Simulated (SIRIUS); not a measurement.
# CdSe (F-43m) in SIRIUS: equation of state, part 3 of 3

SIRIUS 7.12.0. Earlier steps stand in the parts before.

### 5 Equation of state, PBEsol, 29.52 Å³/atom (volume scaled by 1.02)

sirius.json reads:

```json
{
  "control": {
    "processing_unit": "cpu",
    "std_evp_solver_name": "lapack",
    "gen_evp_solver_name": "lapack",
    "verbosity": 2,
    "print_forces": false,
    "ortho_rf": true,
    "use_second_variation": true,
    "rmt_max": 3.0,
    "num_bands_to_print": 24,
    "save_wf": true
  },
  "parameters": {
    "electronic_structure_method": "full_potential_lapwlo",
    "xc_functionals": ["XC_GGA_X_PBE_SOL", "XC_GGA_C_PBE_SOL"],
    "core_relativity": "dirac",
    "valence_relativity": "iora",
    "num_fv_states": 28,
    "smearing": "fermi_dirac",
    "smearing_width": 0.0018374661,
    "pw_cutoff": 20,
    "gk_cutoff": 3.57,
    "lmax_apw": 10,
    "lmax_rho": 8,
    "lmax_pot": 8,
    "num_mag_dims": 0,
    "auto_rmt": 0,
    "ngridk": [8, 8, 8],
    "shiftk": [0, 0, 0],
    "num_dft_iter": 80,
    "energy_tol": 1e-07,
    "density_tol": 1e-05,
    "use_symmetry": true
  },
  "settings": {"tol_ne": 1e-10},
  "iterative_solver": {"type": "exact"},
  "mixer": {"type": "anderson", "beta": 0.5, "max_history": 8},
  "unit_cell": {
    "lattice_vectors": [[0.0, 5.840396467, 5.840396467], [5.840396467, 0.0, 5.840396467], [5.840396467, 5.840396467, 0.0]],
    "atom_types": ["Cd", "Se"],
    "atom_files": {"Cd": "Cd.json", "Se": "Se.json"},
    "atoms": {"Cd": [[0.0, 0.0, 0.0]], "Se": [[0.25, 0.25, 0.25]]}
  }
}
```

Cd.json reads:

```json
{
  "name": "cadmium",
  "symbol": "Cd",
  "number": 48,
  "mass": 112.411,
  "rmin": 1e-06,
  "rmt": 2.49,
  "nrmt": 800,
  "rinf": 14.45,
  "core": "1s2s2p3s3p3d",
  "valence": [
    {"basis": [{"enu": -0.11, "dme": 0, "n": 0, "auto": 0}, {"enu": -0.11, "dme": 1, "n": 0, "auto": 0}]},
    {"l": 0, "n": 1, "basis": [{"enu": -0.01, "dme": 0, "n": 0, "auto": 0}]},
    {"l": 1, "n": 2, "basis": [{"enu": -0.01, "dme": 0, "n": 0, "auto": 0}]},
    {"l": 2, "n": 3, "basis": [{"enu": -0.0702, "dme": 0, "n": 0, "auto": 0}]},
    {"l": 3, "n": 4, "basis": [{"enu": -0.01, "dme": 0, "n": 0, "auto": 0}]}
  ],
  "lo": [
    {"l": 0, "basis": [{"enu": -0.01, "dme": 0, "n": 0, "auto": 0}, {"enu": -0.01, "dme": 1, "n": 0, "auto": 0}]},
    {
      "l": 0,
      "basis": [{"enu": -3.6689, "dme": 0, "n": 4, "auto": 1}, {"enu": -3.6689, "dme": 1, "n": 4, "auto": 1}]
    },
    {
      "l": 0,
      "basis": [{"enu": -3.6689, "dme": 1, "n": 4, "auto": 1}, {"enu": -0.01, "dme": 0, "n": 0, "auto": 0}]
    },
    {
      "l": 0,
      "basis": [{"enu": -0.01, "dme": 0, "n": 0, "auto": 0}, {"enu": 2.5706, "dme": 0, "n": 0, "auto": 0}]
    },
    {"l": 1, "basis": [{"enu": -0.01, "dme": 0, "n": 0, "auto": 0}, {"enu": -0.01, "dme": 1, "n": 0, "auto": 0}]},
    {
      "l": 1,
      "basis": [{"enu": -2.2496, "dme": 0, "n": 4, "auto": 1}, {"enu": -2.2496, "dme": 1, "n": 4, "auto": 1}]
    },
    {
      "l": 1,
      "basis": [{"enu": -2.2496, "dme": 1, "n": 4, "auto": 1}, {"enu": -0.01, "dme": 0, "n": 0, "auto": 0}]
    },
    {
      "l": 1,
      "basis": [{"enu": -0.01, "dme": 0, "n": 0, "auto": 0}, {"enu": 2.9577, "dme": 0, "n": 0, "auto": 0}]
    },
    {
      "l": 2,
      "basis": [{"enu": -0.0702, "dme": 0, "n": 0, "auto": 0}, {"enu": -0.0702, "dme": 1, "n": 0, "auto": 0}]
    },
    {
      "l": 2,
      "basis": [{"enu": -0.0702, "dme": 1, "n": 0, "auto": 0}, {"enu": -0.0702, "dme": 2, "n": 0, "auto": 0}]
    },
    {
      "l": 2,
      "basis": [{"enu": -0.0702, "dme": 0, "n": 0, "auto": 0}, {"enu": 2.4459, "dme": 0, "n": 0, "auto": 0}]
    },
    {"l": 3, "basis": [{"enu": -0.01, "dme": 0, "n": 0, "auto": 0}, {"enu": -0.01, "dme": 1, "n": 0, "auto": 0}]},
    {
      "l": 3,
      "basis": [{"enu": -0.01, "dme": 0, "n": 0, "auto": 0}, {"enu": 2.7964, "dme": 0, "n": 0, "auto": 0}]
    }
  ],
  "free_atom": [... radial grid and density of the free atom, the start of the SCF ...]
}
```

Se.json reads:

```json
{
  "name": "selenium",
  "symbol": "Se",
  "number": 34,
  "mass": 78.96,
  "rmin": 1e-06,
  "rmt": 2.35,
  "nrmt": 800,
  "rinf": 13.6,
  "core": "1s2s2p3s",
  "valence": [
    {"basis": [{"enu": -0.11, "dme": 0, "n": 0, "auto": 0}, {"enu": -0.11, "dme": 1, "n": 0, "auto": 0}]},
    {"l": 0, "n": 1, "basis": [{"enu": -0.1583, "dme": 0, "n": 0, "auto": 0}]},
    {"l": 1, "n": 2, "basis": [{"enu": -0.01, "dme": 0, "n": 0, "auto": 0}]},
    {"l": 2, "n": 3, "basis": [{"enu": -0.01, "dme": 0, "n": 0, "auto": 0}]},
    {"l": 3, "n": 4, "basis": [{"enu": -0.01, "dme": 0, "n": 0, "auto": 0}]}
  ],
  "lo": [
    {
      "l": 0,
      "basis": [{"enu": -0.1583, "dme": 0, "n": 0, "auto": 0}, {"enu": -0.1583, "dme": 1, "n": 0, "auto": 0}]
    },
    {
      "l": 0,
      "basis": [{"enu": -0.1583, "dme": 1, "n": 0, "auto": 0}, {"enu": -0.1583, "dme": 2, "n": 0, "auto": 0}]
    },
    {
      "l": 0,
      "basis": [{"enu": -0.1583, "dme": 0, "n": 0, "auto": 0}, {"enu": 2.0146, "dme": 0, "n": 0, "auto": 0}]
    },
    {"l": 1, "basis": [{"enu": -0.01, "dme": 0, "n": 0, "auto": 0}, {"enu": -0.01, "dme": 1, "n": 0, "auto": 0}]},
    {
      "l": 1,
      "basis": [{"enu": -5.3706, "dme": 0, "n": 3, "auto": 1}, {"enu": -5.3706, "dme": 1, "n": 3, "auto": 1}]
    },
    {
      "l": 1,
      "basis": [{"enu": -5.3706, "dme": 1, "n": 3, "auto": 1}, {"enu": -0.01, "dme": 0, "n": 0, "auto": 0}]
    },
    {
      "l": 1,
      "basis": [{"enu": -0.01, "dme": 0, "n": 0, "auto": 0}, {"enu": 3.3218, "dme": 0, "n": 0, "auto": 0}]
    },
    {"l": 2, "basis": [{"enu": -0.01, "dme": 0, "n": 0, "auto": 0}, {"enu": -0.01, "dme": 1, "n": 0, "auto": 0}]},
    {
      "l": 2,
      "basis": [{"enu": -1.7295, "dme": 0, "n": 3, "auto": 1}, {"enu": -1.7295, "dme": 1, "n": 3, "auto": 1}]
    },
    {
      "l": 2,
      "basis": [{"enu": -1.7295, "dme": 1, "n": 3, "auto": 1}, {"enu": -0.01, "dme": 0, "n": 0, "auto": 0}]
    },
    {
      "l": 2,
      "basis": [{"enu": -0.01, "dme": 0, "n": 0, "auto": 0}, {"enu": 3.7564, "dme": 0, "n": 0, "auto": 0}]
    },
    {"l": 3, "basis": [{"enu": -0.01, "dme": 0, "n": 0, "auto": 0}, {"enu": -0.01, "dme": 1, "n": 0, "auto": 0}]},
    {
      "l": 3,
      "basis": [{"enu": -0.01, "dme": 0, "n": 0, "auto": 0}, {"enu": 3.1407, "dme": 0, "n": 0, "auto": 0}]
    }
  ],
  "free_atom": [... radial grid and density of the free atom, the start of the SCF ...]
}
```

sirius_start.json reads:

```json
{
  "control": {
    "processing_unit": "cpu",
    "std_evp_solver_name": "lapack",
    "gen_evp_solver_name": "lapack",
    "verbosity": 1,
    "print_forces": false,
    "ortho_rf": true,
    "use_second_variation": true,
    "rmt_max": 3.0,
    "num_bands_to_print": 24,
    "save_wf": false
  },
  "parameters": {
    "electronic_structure_method": "full_potential_lapwlo",
    "xc_functionals": ["XC_LDA_X", "XC_LDA_C_PW"],
    "core_relativity": "dirac",
    "valence_relativity": "iora",
    "num_fv_states": 28,
    "smearing": "fermi_dirac",
    "smearing_width": 0.0055123983,
    "pw_cutoff": 20,
    "gk_cutoff": 2.86,
    "lmax_apw": 10,
    "lmax_rho": 8,
    "lmax_pot": 8,
    "num_mag_dims": 0,
    "auto_rmt": 0,
    "ngridk": [3, 3, 3],
    "shiftk": [0, 0, 0],
    "num_dft_iter": 30,
    "energy_tol": 0.01,
    "density_tol": 0.05,
    "use_symmetry": true
  },
  "settings": {"tol_ne": 1e-10},
  "iterative_solver": {"type": "exact"},
  "mixer": {"type": "anderson", "beta": 0.5, "max_history": 8},
  "unit_cell": {
    "lattice_vectors": [[0.0, 5.840396467, 5.840396467], [5.840396467, 0.0, 5.840396467], [5.840396467, 5.840396467, 0.0]],
    "atom_types": ["Cd", "Se"],
    "atom_files": {"Cd": "Cd.json", "Se": "Se.json"},
    "atoms": {"Cd": [[0.0, 0.0, 0.0]], "Se": [[0.25, 0.25, 0.25]]}
  }
}
```

Potentials or basis: all-electron FP-LAPW, apw+lo standard.

On the command line:

```
$ OMP_NUM_THREADS=1 sirius.scf --input=sirius_start.json --output=start.json
$ OMP_NUM_THREADS=1 sirius.scf --input=sirius.json --output=output.json --task=1
```

Output:

```text
[info] SIRIUS version : 7.12.0
[info] number of MPI ranks           : 1
[info] MPI grid                      : 1 1
[info] maximum number of OMP threads : 1
[fft] FFT context for density and potential
[fft] =====================================
[fft]   plane wave cutoff                     : 20
[fft]   grid size                             : 60 60 60   total : 216000
[fft]   grid limits                           : -29 30   -29 30   -29 30
[fft]   number of G-vectors within the cutoff : 53977
[fft]   number of G-shells                    : 1402
[fft] FFT context for coarse grid
[fft] =====================================
[fft]   plane wave cutoff                     : 7.14
[fft]   grid size                             : 24 24 24   total : 13824
[fft]   grid limits                           : -11 12   -11 12   -11 12
[fft]   number of G-vectors within the cutoff : 2445
[fft]   number of G-shells                    : 91
[unit cell] lattice vectors
[unit cell]   a1 :       0.0000000000      5.8403964670      5.8403964670
[... 449 lines left out ...]
  obtained value : 82
  target value : 82
  difference : 1.11586e-05
  total core leakage : 3.99332e-06
    atom class : 0, core leakage : 1.34529e-09
    atom class : 1, core leakage : 3.99197e-06
[find] Charges and magnetic moments
[find] --------------------------------------------------------------------------------
[find] atom      charge    core leakage
[find] --------------------------------------------------------------------------------
[find]    0   46.382519    1.345290e-09
[find]    1   32.343922    3.991972e-06
[find] total core leakage    : 3.99331730e-06
[find] interstitial charge   : 3.273548
[find] total charge          : 81.999989
[find] Energy
[find] --------------------------------------------------------------------------------
[find] valence_eval_sum               :     -71.40816782
[find] core_eval_sum                  :   -4699.55747911
[find] kinetic energy                 :    8348.70119328
[find] enuc                           :   -9729.08067522
[find] <rho|V^{XC}>                   :    -313.26825420
[find] <rho|E^{XC}>                   :    -238.46672550
[find] <mag|B^{XC}>                   :       0.00000000
[find] <rho|V^{H}>                    :  -12806.39858601
[find] smearing (-TS)                 :      -0.00000369
[find] SCF correction                 :      -0.00000915
[find] Total energy                   :   -8022.04550960 (Ha),  -16044.09101920 (Ry)
[find] Free energy (E-TS)             :   -8022.04551329 (Ha),  -16044.09102659 (Ry)
[find] band gap (eV)                  :       0.38234320
[find] Efermi                         :       0.08678418
```

Run time: 63 s. Hardware: 1 thread of Arm Neoverse V2, shared host; peak memory 0.52 GiB.

What came out:

```yaml
Free_energy: -218290.9789 eV
Band_gap_on_the_k_mesh: 0.38 eV, direct
All_electrons_inside_the_program's_atomic_spheres: Cd 46.38; Se 32.34 (radii Cd 2.49, Se 2.35 bohr)
```

### 6 Equation of state, PBEsol, 30.10 Å³/atom (volume scaled by 1.04)

Edit sirius.json of step 5 so:

```diff
@@ -39,3 +39,3 @@
   "unit_cell": {
-    "lattice_vectors": [[0.0, 5.840396467, 5.840396467], [5.840396467, 0.0, 5.840396467], [5.840396467, 5.840396467, 0.0]],
+    "lattice_vectors": [[0.0, 5.8783221821, 5.8783221821], [5.8783221821, 0.0, 5.8783221821], [5.8783221821, 5.8783221821, 0.0]],
     "atom_types": ["Cd", "Se"],
```

Cd.json reads:

```json
{
  "name": "cadmium",
  "symbol": "Cd",
  "number": 48,
  "mass": 112.411,
  "rmin": 1e-06,
  "rmt": 2.49,
  "nrmt": 800,
  "rinf": 14.45,
  "core": "1s2s2p3s3p3d",
  "valence": [
    {"basis": [{"enu": -0.12, "dme": 0, "n": 0, "auto": 0}, {"enu": -0.12, "dme": 1, "n": 0, "auto": 0}]},
    {"l": 0, "n": 1, "basis": [{"enu": -0.02, "dme": 0, "n": 0, "auto": 0}]},
    {"l": 1, "n": 2, "basis": [{"enu": -0.02, "dme": 0, "n": 0, "auto": 0}]},
    {"l": 2, "n": 3, "basis": [{"enu": -0.0802, "dme": 0, "n": 0, "auto": 0}]},
    {"l": 3, "n": 4, "basis": [{"enu": -0.02, "dme": 0, "n": 0, "auto": 0}]}
  ],
  "lo": [
    {"l": 0, "basis": [{"enu": -0.02, "dme": 0, "n": 0, "auto": 0}, {"enu": -0.02, "dme": 1, "n": 0, "auto": 0}]},
    {
      "l": 0,
      "basis": [{"enu": -3.6789, "dme": 0, "n": 4, "auto": 1}, {"enu": -3.6789, "dme": 1, "n": 4, "auto": 1}]
    },
    {
      "l": 0,
      "basis": [{"enu": -3.6789, "dme": 1, "n": 4, "auto": 1}, {"enu": -0.02, "dme": 0, "n": 0, "auto": 0}]
    },
    {
      "l": 0,
      "basis": [{"enu": -0.02, "dme": 0, "n": 0, "auto": 0}, {"enu": 2.5606, "dme": 0, "n": 0, "auto": 0}]
    },
    {"l": 1, "basis": [{"enu": -0.02, "dme": 0, "n": 0, "auto": 0}, {"enu": -0.02, "dme": 1, "n": 0, "auto": 0}]},
    {
      "l": 1,
      "basis": [{"enu": -2.2596, "dme": 0, "n": 4, "auto": 1}, {"enu": -2.2596, "dme": 1, "n": 4, "auto": 1}]
    },
    {
      "l": 1,
      "basis": [{"enu": -2.2596, "dme": 1, "n": 4, "auto": 1}, {"enu": -0.02, "dme": 0, "n": 0, "auto": 0}]
    },
    {
      "l": 1,
      "basis": [{"enu": -0.02, "dme": 0, "n": 0, "auto": 0}, {"enu": 2.9477, "dme": 0, "n": 0, "auto": 0}]
    },
    {
      "l": 2,
      "basis": [{"enu": -0.0802, "dme": 0, "n": 0, "auto": 0}, {"enu": -0.0802, "dme": 1, "n": 0, "auto": 0}]
    },
    {
      "l": 2,
      "basis": [{"enu": -0.0802, "dme": 1, "n": 0, "auto": 0}, {"enu": -0.0802, "dme": 2, "n": 0, "auto": 0}]
    },
    {
      "l": 2,
      "basis": [{"enu": -0.0802, "dme": 0, "n": 0, "auto": 0}, {"enu": 2.4359, "dme": 0, "n": 0, "auto": 0}]
    },
    {"l": 3, "basis": [{"enu": -0.02, "dme": 0, "n": 0, "auto": 0}, {"enu": -0.02, "dme": 1, "n": 0, "auto": 0}]},
    {
      "l": 3,
      "basis": [{"enu": -0.02, "dme": 0, "n": 0, "auto": 0}, {"enu": 2.7864, "dme": 0, "n": 0, "auto": 0}]
    }
  ],
  "free_atom": [... radial grid and density of the free atom, the start of the SCF ...]
}
```

Se.json reads:

```json
{
  "name": "selenium",
  "symbol": "Se",
  "number": 34,
  "mass": 78.96,
  "rmin": 1e-06,
  "rmt": 2.35,
  "nrmt": 800,
  "rinf": 13.6,
  "core": "1s2s2p3s",
  "valence": [
    {"basis": [{"enu": -0.12, "dme": 0, "n": 0, "auto": 0}, {"enu": -0.12, "dme": 1, "n": 0, "auto": 0}]},
    {"l": 0, "n": 1, "basis": [{"enu": -0.1683, "dme": 0, "n": 0, "auto": 0}]},
    {"l": 1, "n": 2, "basis": [{"enu": -0.02, "dme": 0, "n": 0, "auto": 0}]},
    {"l": 2, "n": 3, "basis": [{"enu": -0.02, "dme": 0, "n": 0, "auto": 0}]},
    {"l": 3, "n": 4, "basis": [{"enu": -0.02, "dme": 0, "n": 0, "auto": 0}]}
  ],
  "lo": [
    {
      "l": 0,
      "basis": [{"enu": -0.1683, "dme": 0, "n": 0, "auto": 0}, {"enu": -0.1683, "dme": 1, "n": 0, "auto": 0}]
    },
    {
      "l": 0,
      "basis": [{"enu": -0.1683, "dme": 1, "n": 0, "auto": 0}, {"enu": -0.1683, "dme": 2, "n": 0, "auto": 0}]
    },
    {
      "l": 0,
      "basis": [{"enu": -0.1683, "dme": 0, "n": 0, "auto": 0}, {"enu": 2.0046, "dme": 0, "n": 0, "auto": 0}]
    },
    {"l": 1, "basis": [{"enu": -0.02, "dme": 0, "n": 0, "auto": 0}, {"enu": -0.02, "dme": 1, "n": 0, "auto": 0}]},
    {
      "l": 1,
      "basis": [{"enu": -5.3806, "dme": 0, "n": 3, "auto": 1}, {"enu": -5.3806, "dme": 1, "n": 3, "auto": 1}]
    },
    {
      "l": 1,
      "basis": [{"enu": -5.3806, "dme": 1, "n": 3, "auto": 1}, {"enu": -0.02, "dme": 0, "n": 0, "auto": 0}]
    },
    {
      "l": 1,
      "basis": [{"enu": -0.02, "dme": 0, "n": 0, "auto": 0}, {"enu": 3.3118, "dme": 0, "n": 0, "auto": 0}]
    },
    {"l": 2, "basis": [{"enu": -0.02, "dme": 0, "n": 0, "auto": 0}, {"enu": -0.02, "dme": 1, "n": 0, "auto": 0}]},
    {
      "l": 2,
      "basis": [{"enu": -1.7395, "dme": 0, "n": 3, "auto": 1}, {"enu": -1.7395, "dme": 1, "n": 3, "auto": 1}]
    },
    {
      "l": 2,
      "basis": [{"enu": -1.7395, "dme": 1, "n": 3, "auto": 1}, {"enu": -0.02, "dme": 0, "n": 0, "auto": 0}]
    },
    {
      "l": 2,
      "basis": [{"enu": -0.02, "dme": 0, "n": 0, "auto": 0}, {"enu": 3.7464, "dme": 0, "n": 0, "auto": 0}]
    },
    {"l": 3, "basis": [{"enu": -0.02, "dme": 0, "n": 0, "auto": 0}, {"enu": -0.02, "dme": 1, "n": 0, "auto": 0}]},
    {
      "l": 3,
      "basis": [{"enu": -0.02, "dme": 0, "n": 0, "auto": 0}, {"enu": 3.1307, "dme": 0, "n": 0, "auto": 0}]
    }
  ],
  "free_atom": [... radial grid and density of the free atom, the start of the SCF ...]
}
```

Edit sirius_start.json of step 5 so:

```diff
@@ -39,3 +39,3 @@
   "unit_cell": {
-    "lattice_vectors": [[0.0, 5.840396467, 5.840396467], [5.840396467, 0.0, 5.840396467], [5.840396467, 5.840396467, 0.0]],
+    "lattice_vectors": [[0.0, 5.8783221821, 5.8783221821], [5.8783221821, 0.0, 5.8783221821], [5.8783221821, 5.8783221821, 0.0]],
     "atom_types": ["Cd", "Se"],
```

Potentials or basis: all-electron FP-LAPW, apw+lo standard.

On the command line:

```
$ OMP_NUM_THREADS=1 sirius.scf --input=sirius_start.json --output=start.json
$ OMP_NUM_THREADS=1 sirius.scf --input=sirius.json --output=output.json --task=1
```

Run time: 65 s. Hardware: 1 thread of Arm Neoverse V2, shared host; peak memory 0.52 GiB.

It converged, with:

```
Free energy                                       : -218290.9596 eV
Band gap on the k mesh                            : 0.34 eV, direct
All electrons inside the program's atomic spheres : Cd 46.37; Se 32.33 (radii Cd 2.49, Se 2.35 bohr)
```

### 7 Equation of state, PBEsol, 30.68 Å³/atom (volume scaled by 1.06)

Edit sirius.json of step 6 so:

```diff
@@ -39,3 +39,3 @@
   "unit_cell": {
-    "lattice_vectors": [[0.0, 5.8783221821, 5.8783221821], [5.8783221821, 0.0, 5.8783221821], [5.8783221821, 5.8783221821, 0.0]],
+    "lattice_vectors": [[0.0, 5.9157647342, 5.9157647342], [5.9157647342, 0.0, 5.9157647342], [5.9157647342, 5.9157647342, 0.0]],
     "atom_types": ["Cd", "Se"],
```

Cd.json is that of step 6.

Se.json is that of step 6.

Edit sirius_start.json of step 6 so:

```diff
@@ -39,3 +39,3 @@
   "unit_cell": {
-    "lattice_vectors": [[0.0, 5.8783221821, 5.8783221821], [5.8783221821, 0.0, 5.8783221821], [5.8783221821, 5.8783221821, 0.0]],
+    "lattice_vectors": [[0.0, 5.9157647342, 5.9157647342], [5.9157647342, 0.0, 5.9157647342], [5.9157647342, 5.9157647342, 0.0]],
     "atom_types": ["Cd", "Se"],
```

On the command line:

```
$ OMP_NUM_THREADS=1 sirius.scf --input=sirius_start.json --output=start.json
$ OMP_NUM_THREADS=1 sirius.scf --input=sirius.json --output=output.json --task=1
```

Wall time 66 s (1 thread of Arm Neoverse V2, shared host); peak memory 0.52 GiB.

It converged, with:

| Item | Value |
| --- | --- |
| Free energy | -218290.9352 eV |
| Band gap on the k mesh | 0.31 eV, direct |
| All electrons inside the program's atomic spheres | Cd 46.35; Se 32.32 (radii Cd 2.49, Se 2.35 bohr) |

### 8 Equation of state, PBEsol

No new run: the results of the series are fitted here.

What came out:

```
Equilibrium volume                      : 28.10 Å³/atom
Bulk modulus                            : 51 GPa
Pressure derivative of the bulk modulus : 4.2 (rough: it moves with the points fitted)
```

Energy against volume, from the lowest point:
| volume (Å³/atom) | energy (meV/atom) |
| --- | --- |
| 27.206 | 4.46 |
| 27.784 | 0.27 |
| 28.363 | 0.00 |
| 28.942 | 3.34 |
| 29.521 | 10.13 |
| 30.100 | 19.79 |
| 30.679 | 32.00 |
